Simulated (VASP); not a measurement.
# SiO2 (Cristobalite) (P4_12_12) in VASP: further runs

One crystal, SiO2 (Cristobalite), is run at these levels: PBEsol, PBE+D3(BJ); tasks: core levels, equation of state.

All numbers are computed with VASP 6.6.1; they aren't measurements. Logs are shortened: lines on timing, memory, paths and dates and some standing lists are left out, and cuts for length are marked.

## Step 1: The crystal as given

The structure is tetragonal, space group P4_12_12 (No. 92). The conventional cell has a = 4.982 Å, b = 4.982 Å, c = 6.963 Å, α = 90.00°, β = 90.00°, γ = 90.00°. Around Si (site symmetry 2) lie 4 O at 1.60 to 1.61 Å. Around O (site symmetry 1) lie 2 Si at 1.60 to 1.61 Å.

## Step 2: Core levels, PBEsol

Contents of INCAR:

```
  PREC = Accurate
  ENCUT = 520
  EDIFF = 1E-7
  ISMEAR = 0
  SIGMA = 0.02
  LREAL = F
  LASPH = T
  NELM = 100
  ALGO = Normal
  ISIF = 2
  LWAVE = F
  LCHARG = F
  GGA = PS
  ICORELEVEL = 1
```

Contents of KPOINTS:

```
Automatic mesh
0
Gamma
  5 5 3
```

Contents of POSCAR:

```
SiO2
1.0
    4.9820000000      0.0000000000      0.0000000000
    0.0000000000      4.9820000000      0.0000000000
    0.0000000000      0.0000000000      6.9630000000
Si O
4 8
Direct
    0.7989700000      0.2010300000      0.7500000000
    0.7010300000      0.7010300000      0.5000000000
    0.2010300000      0.7989700000      0.2500000000
    0.2989700000      0.2989700000      0.0000000000
    0.1034700000      0.2398900000      0.8218700000
    0.2601100000      0.6034700000      0.0718700000
    0.8965300000      0.7601100000      0.3218700000
    0.7398900000      0.3965300000      0.5718700000
    0.6034700000      0.2601100000      0.9281300000
    0.7601100000      0.8965300000      0.6781300000
    0.3965300000      0.7398900000      0.4281300000
    0.2398900000      0.1034700000      0.1781300000
```

Potentials or basis: VASP PAW PBE potentials, release 64 (Si, O).

Started as:

```console
> cat potpaw_PBE.64/Si/POTCAR potpaw_PBE.64/O/POTCAR > POTCAR
> mpirun -np 1 vasp_std > vasp.out
```

OUTCAR:

```text
PREC = Accurate
   ENCUT = 520
   EDIFF = 1E-7
   ISMEAR = 0
   LREAL = F
   LASPH = T
   NELM = 100
   ISIF = 2
   GGA = PS

 ion  position               nearest neighbor table
   1  0.799  0.201  0.750-   8 1.60   9 1.60   5 1.61  10 1.61   2 3.08   4 3.08   2 3.08   4 3.08

   2  0.701  0.701  0.500-   7 1.60  10 1.60   8 1.61  11 1.61   1 3.08   3 3.08   1 3.08   3 3.08

   3  0.201  0.799  0.250-   6 1.60  11 1.60   7 1.61  12 1.61   2 3.08   4 3.08   4 3.08   2 3.08

   4  0.299  0.299  0.000-   5 1.60  12 1.60   9 1.61   6 1.61   1 3.08   3 3.08   3 3.08   1 3.08

   5  0.103  0.240  0.822-   4 1.60   1 1.61
   6  0.260  0.603  0.072-   3 1.60   4 1.61
   7  0.897  0.760  0.322-   2 1.60   3 1.61
   8  0.740  0.397  0.572-   1 1.60   2 1.61
   9  0.603  0.260  0.928-   1 1.60   4 1.61
  10  0.760  0.897  0.678-   2 1.60   1 1.61
  11  0.397  0.740  0.428-   3 1.60   2 1.61
  12  0.240  0.103  0.178-   4 1.60   3 1.61

  LATTYP: Found a simple tetragonal cell.
 ALAT       =     4.9820000000
 C/A-ratio  =     1.3976314733

  Lattice vectors:

 A1 = (   4.9820000000,   0.0000000000,   0.0000000000)
 A2 = (   0.0000000000,   4.9820000000,   0.0000000000)
 A3 = (   0.0000000000,   0.0000000000,   6.9630000000)

Analysis of symmetry for initial positions (statically):
=====================================================================
 Subroutine PRICEL returns:
 Original cell was already a primitive cell.

 Routine SETGRP: Setting up the symmetry group for a
 simple tetragonal supercell.

 Subroutine GETGRP returns: Found  8 space group operations
 (whereof  2 operations were pure point group operations)
 out of a pool of 16 trial point group operations.

The static configuration has the point symmetry C_2 .
 The point group associated with its full space group is D_4 .

Analysis of symmetry for dynamics (positions and initial velocities):
=====================================================================
 Subroutine PRICEL returns:
 Original cell was already a primitive cell.

 Routine SETGRP: Setting up the symmetry group for a
 simple tetragonal supercell.

 Subroutine GETGRP returns: Found  8 space group operations
 (whereof  2 operations were pure point group operations)
 out of a pool of 16 trial point group operations.

The dynamic configuration has the point symmetry C_2 .
 The point group associated with its full space group is D_4 .

 Subroutine INISYM returns: Found  8 space group operations
 (whereof  2 operations are pure point group operations),
 and found     1 'primitive' translations

----------------------------------------------------------------------------------------

                                     Primitive cell

  volume of cell :     172.8239

  direct lattice vectors                    reciprocal lattice vectors
     4.982000000  0.000000000  0.000000000     0.200722601  0.000000000  0.000000000
     0.000000000  4.982000000  0.000000000     0.000000000  0.200722601  0.000000000
     0.000000000  0.000000000  6.963000000     0.000000000  0.000000000  0.143616257

  length of vectors
     4.982000000  4.982000000  6.963000000     0.200722601  0.200722601  0.143616257

  position of ions in fractional coordinates (direct lattice)
     0.798970000  0.201030000  0.750000000
     0.701030000  0.701030000  0.500000000
     0.201030000  0.798970000  0.250000000
     0.298970000  0.298970000  0.000000000
     0.103470000  0.239890000  0.821870000
     0.260110000  0.603470000  0.071870000
     0.896530000  0.760110000  0.321870000
     0.739890000  0.396530000  0.571870000
     0.603470000  0.260110000  0.928130000
     0.760110000  0.896530000  0.678130000
     0.396530000  0.739890000  0.428130000
     0.239890000  0.103470000  0.178130000

  ion indices of the primitive-cell ions
   primitive index   ion index
                 1           1
                 2           2
                 3           3
                 4           4
                 5           5
                 6           6
                 7           7
                 8           8
                 9           9
                10          10
                11          11
                12          12

----------------------------------------------------------------------------------------

 KPOINTS: Automatic mesh

Automatic generation of k-mesh.
 Grid dimensions read from file:
 generate k-points for:    5    5    3

 Generating k-lattice:

  Cartesian coordinates                     Fractional coordinates (reciprocal lattice)
     0.040144520  0.000000000  0.000000000     0.200000000  0.000000000  0.000000000
     0.000000000  0.040144520  0.000000000     0.000000000  0.200000000  0.000000000
     0.000000000  0.000000000  0.047872086     0.000000000  0.000000000  0.333333333

  Length of vectors
     0.040144520  0.040144520  0.047872086

  Shift w.r.t. Gamma in fractional coordinates (k-lattice)
     0.000000000  0.000000000  0.000000000

 Subroutine IBZKPT returns following result:
 ===========================================

 Found     12 irreducible k-points:

 Following reciprocal coordinates:
            Coordinates               Weight
  0.000000  0.000000  0.000000      1.000000
  0.200000  0.000000  0.000000      4.000000
  0.400000  0.000000  0.000000      4.000000
  0.200000  0.200000  0.000000      4.000000
  0.400000  0.200000  0.000000      8.000000
  0.400000  0.400000  0.000000      4.000000
  0.000000  0.000000  0.333333      2.000000
  0.200000  0.000000  0.333333      8.000000
  0.400000  0.000000  0.333333      8.000000
  0.200000  0.200000  0.333333      8.000000
  0.400000  0.200000  0.333333     16.000000
  0.400000  0.400000  0.333333      8.000000
   k-points           NKPTS =     12   k-points in BZ     NKDIM =     12   number of bands    NBANDS=     39
   number of dos      NEDOS =    301   number of ions     NIONS =     12
   total plane-waves  NPLWV =  86400
   dimension x,y,z NGX =    40 NGY =   40 NGZ =   54
   dimension x,y,z NGXF=    80 NGYF=   80 NGZF=  108
   ions per type =               4   8
   NGX,Y,Z   is equivalent  to a cutoff of  13.35, 13.35, 12.89 a.u.
   NGXF,Y,Z  is equivalent  to a cutoff of  26.70, 26.70, 25.79 a.u.
 SYSTEM =  unknown system
   PREC   = accura    normal or accurate (medium, high low for compatibility)
   ISTART =      0    job   : 0-new  1-cont  2-samecut
   ICHARG =      2    charge: 1-file 2-atom 10-const
   ISPIN  =      1    spin polarized calculation?
   LNONCOLLINEAR =      F non collinear calculations
   LSORBIT =      F    spin-orbit coupling
   LASPH  =      T    aspherical Exc in radial PAW
   ENCUT  =  520.0 eV  38.22 Ry    6.18 a.u.   9.26  9.26 12.95*2*pi/ulx,y,z
   NELM   =    100;   NELMIN=  2; NELMDL= -5     # of ELM steps
   EDIFF  = 0.1E-06   stopping-criterion for ELM
   LREAL  =      F    real-space projection
   EDIFFG = 0.1E-05   stopping-criterion for IOM
   NSW    =      0    number of steps for IOM
   IBRION =     -1    ionic relax: 0-MD 1-quasi-New 2-CG
   NFREE  =      0    steps in history (QN), initial steepest desc. (CG)
   ISIF   =      2    stress and relaxation
   ISYM   =      2    0-nonsym 1-usesym 2-fastsym
   POTIM  = 0.5000    time-step for ionic-motion
   TEBEG  =    0.0;   TEEND  =   0.0 temperature during run
   PSTRESS=    0.0 pullay stress
   NELECT =      64.0000    total number of electrons
   NUPDOWN=      -1.0000    fix difference up-down
   EMIN   =  10.00;   EMAX   =-10.00  energy-range for DOS
   EFERMI =   0.00;   METHOD = LEGACY
   ISMEAR =     0;   SIGMA  =   0.02  broadening in eV -4-tet -1-fermi 0-gaus
   EFERMI_NEDOS =   21; number of points for ismear=-14 and -15
   IALGO  =     38    algorithm
   IMIX   =      4    mixing-type and parameters
     AMIX     =   0.40;   BMIX     =  1.00
     AMIX_MAG =   1.60;   BMIX_MAG =  1.00
  volume/ion in A,a.u.               =      14.40        97.19
  Fermi-wavevector in a.u.,A,eV,Ry     =   1.175620  2.221599 18.804365  1.382082
  Thomas-Fermi vector in A             =   2.311997
   LORBIT       =      0    0 simple, 1 ext, 2 COOP (PROOUT), +10 PAW based schemes
   GGA     = PS    functional components
   LHFCALC =     F    Hartree Fock is set to
   AEXX    =    0.0000 exact exchange contribution
   IVDW    =     0    specifies the selected vdW correction
   LEPSILON=     F    determine dielectric tensor
   LRPA    =     F    only Hartree local field effects (RPA)
 non-spin polarized calculation
 Gauss-broadening in eV      SIGMA  =   0.02
  energy-cutoff  :      520.00
  volume of cell :      172.82
 maximum number of plane-waves:      4678
 NGX is ok and might be reduce to    40

 number of electron      63.9999998 magnetization

 Free energy of the ion-electron system (eV)
  ---------------------------------------------------
  ext. energy  EPLUGINS =         0.00000000
  ---------------------------------------------------
  free energy    TOTEN  =       -98.62514044 eV

  energy without entropy =      -98.62514044  energy(sigma->0) =      -98.62514044

 the core state eigenenergies are
   1-  1s  -1778.7554  2s   -132.3876  2p    -88.4326
   2-  1s  -1778.7554  2s   -132.3876  2p    -88.4326
   3-  1s  -1778.7554  2s   -132.3876  2p    -88.4326
   4-  1s  -1778.7554  2s   -132.3876  2p    -88.4326
   5-  1s   -503.8153
   6-  1s   -503.8153
   7-  1s   -503.8153
   8-  1s   -503.8153
   9-  1s   -503.8153
  10-  1s   -503.8153
  11-  1s   -503.8153
  12-  1s   -503.8153

 E-fermi :   0.1893     XC(G=0):  -8.5222

 val. band max:        0.0131953945   @ k =   0.0000   0.0000   0.0000
 cond. band min:       5.7243364689   @ k =   0.0000   0.0000   0.0000
 fundamental gap:      5.7111410744
 Fermi energy:         0.1892685539

 k-point     1 :       0.0000    0.0000    0.0000
  band No.  band energies     occupation
      1     -19.4325      2.00000
      2     -18.5156      2.00000
      3     -18.5156      2.00000
      4     -17.3199      2.00000
      5     -17.2677      2.00000
      6     -17.2646      2.00000
[... 31 lines left out ...]
     38       9.5966      0.00000
     39       9.8820      0.00000

 k-point     2 :       0.2000    0.0000    0.0000
  band No.  band energies     occupation
      1     -19.3488      2.00000
      2     -18.6017      2.00000
      3     -18.4147      2.00000
      4     -17.3990      2.00000
      5     -17.3248      2.00000
      6     -17.2894      2.00000
[... 31 lines left out ...]
     38       9.7807      0.00000
     39       9.9747      0.00000

 k-point     3 :       0.4000    0.0000    0.0000
  band No.  band energies     occupation
      1     -19.1232      2.00000
      2     -18.8350      2.00000
      3     -18.1349      2.00000
      4     -17.7507      2.00000
      5     -17.3324      2.00000
      6     -17.3241      2.00000
[... 31 lines left out ...]
     38       9.6331      0.00000
     39       9.8621      0.00000

 k-point     4 :       0.2000    0.2000    0.0000
  band No.  band energies     occupation
      1     -19.2637      2.00000
      2     -18.5049      2.00000
      3     -18.5000      2.00000
      4     -17.5206      2.00000
      5     -17.3289      2.00000
      6     -17.2888      2.00000
[... 31 lines left out ...]
     38       9.7042      0.00000
     39       9.9702      0.00000

 k-point     5 :       0.4000    0.2000    0.0000
  band No.  band energies     occupation
      1     -19.0344      2.00000
      2     -18.7406      2.00000
      3     -18.2277      2.00000
      4     -17.8535      2.00000
      5     -17.3347      2.00000
      6     -17.3246      2.00000
[... 31 lines left out ...]
     38       9.7637      0.00000
     39       9.9615      0.00000

 k-point     6 :       0.4000    0.4000    0.0000
  band No.  band energies     occupation
      1     -18.7938      2.00000
      2     -18.4884      2.00000
      3     -18.4758      2.00000
      4     -18.1394      2.00000
      5     -17.3372      2.00000
      6     -17.3279      2.00000
[... 31 lines left out ...]
     38       9.8531      0.00000
     39      10.0536      0.00000

 k-point     7 :       0.0000    0.0000    0.3333
  band No.  band energies     occupation
      1     -19.3194      2.00000
      2     -18.9965      2.00000
      3     -17.9698      2.00000
      4     -17.5079      2.00000
      5     -17.2643      2.00000
      6     -17.2604      2.00000
[... 17 lines left out ...]
     24      -1.9467      2.00000
     25      -1.8684      2.00000

------------------------ aborting loop because EDIFF is reached ----------------------------------------

  FORCE on cell =-STRESS in cart. coord.  units (eV):
  Direction    XX          YY          ZZ          XY          YZ          ZX
  --------------------------------------------------------------------------------------
  -------------------------------------------------------------------------------------
  Total        4.6243504      4.6243504      5.3139507      0.0000000      0.0000000      0.0000000
  in kB       42.8703939     42.8703939     49.2633868      0.0000000      0.0000000      0.0000000
  external PRESSURE =      45.0013916 kB  Pullay stress =       0.0000000 kB

 VOLUME and BASIS-vectors are now :
 -----------------------------------------------------------------------------
  energy-cutoff  :      520.00
  volume of cell :      172.82
      direct lattice vectors                 reciprocal lattice vectors
     4.982000000  0.000000000  0.000000000     0.200722601  0.000000000  0.000000000
     0.000000000  4.982000000  0.000000000     0.000000000  0.200722601  0.000000000
     0.000000000  0.000000000  6.963000000     0.000000000  0.000000000  0.143616257

 POSITION                                       TOTAL-FORCE (eV/Angst)
 -----------------------------------------------------------------------------------
      3.98047      1.00153      5.22225         0.114489     -0.114489     -0.000000
      3.49253      3.49253      3.48150        -0.114489     -0.114489      0.000000
      1.00153      3.98047      1.74075        -0.114489      0.114489     -0.000000
      1.48947      1.48947      0.00000         0.114489      0.114489      0.000000
      0.51549      1.19513      5.72268         0.038610     -0.069290     -0.311340
      1.29587      3.00649      0.50043         0.069290      0.038610     -0.311340
      4.46651      3.78687      2.24118        -0.038610      0.069290     -0.311340
      3.68613      1.97551      3.98193        -0.069290     -0.038610     -0.311340
      3.00649      1.29587      6.46257         0.038610      0.069290      0.311340
      3.78687      4.46651      4.72182         0.069290     -0.038610      0.311340
      1.97551      3.68613      2.98107        -0.038610     -0.069290      0.311340
      1.19513      0.51549      1.24032        -0.069290      0.038610      0.311340
 -----------------------------------------------------------------------------------
    total drift:                                0.000000     -0.000000     -0.000000

  FREE ENERGIE OF THE ION-ELECTRON SYSTEM (eV)
  ---------------------------------------------------
  free  energy   TOTEN  =       -98.6251404385 eV

  energy  without entropy=      -98.6251404385  energy(sigma->0) =      -98.62514044
```

It took 2.5 min on 1 thread of Intel Xeon Platinum 8175M at 2.50GHz (Skylake/Cascade Lake), shared host; peak memory 0.28 GiB.

What came out:

| Item | Value |
| --- | --- |
| Free energy | -98.6251 eV |
| Pressure | 4.5 GPa |
| Largest force | 0.321 eV/Å |
| Band gap on the k mesh | 5.71 eV, direct |

Forces on the atoms (eV/Å):
```
Si   0.114 -0.114  0.000
Si  -0.114 -0.114  0.000
Si  -0.114  0.114  0.000
Si   0.114  0.114  0.000
O    0.039 -0.069 -0.311
O    0.069  0.039 -0.311
O   -0.039  0.069 -0.311
O   -0.069 -0.039 -0.311
O    0.039  0.069  0.311
O    0.069 -0.039  0.311
O   -0.039 -0.069  0.311
O   -0.069  0.039  0.311
```

Levels at points of the mesh, in eV from the valence-band top:
| k point | band 29 | band 30 | band 31 | band 32 | band 33 | band 34 | band 35 | band 36 |
| --- | --- | --- | --- | --- | --- | --- | --- | --- |
| (0.00, 0.00, 0.00) | -0.66 | -0.26 | -0.26 | 0.00 | 5.71 | 8.76 | 8.76 | 9.18 |

Core levels (eV, on the scale of the bands):
```tsv
atom	levels
1 Si	1s -1778.8, 2s -132.4, 2p -88.4
2 Si	1s -1778.8, 2s -132.4, 2p -88.4
3 Si	1s -1778.8, 2s -132.4, 2p -88.4
4 Si	1s -1778.8, 2s -132.4, 2p -88.4
5 O	1s -503.8
6 O	1s -503.8
```

Caveat: the PAW data sets were made with another functional, which shifts forces and pressure a little; an odd mesh through Γ misses points on the zone boundary, where band edges often lie.

(Part 1 of 2 ends here.)
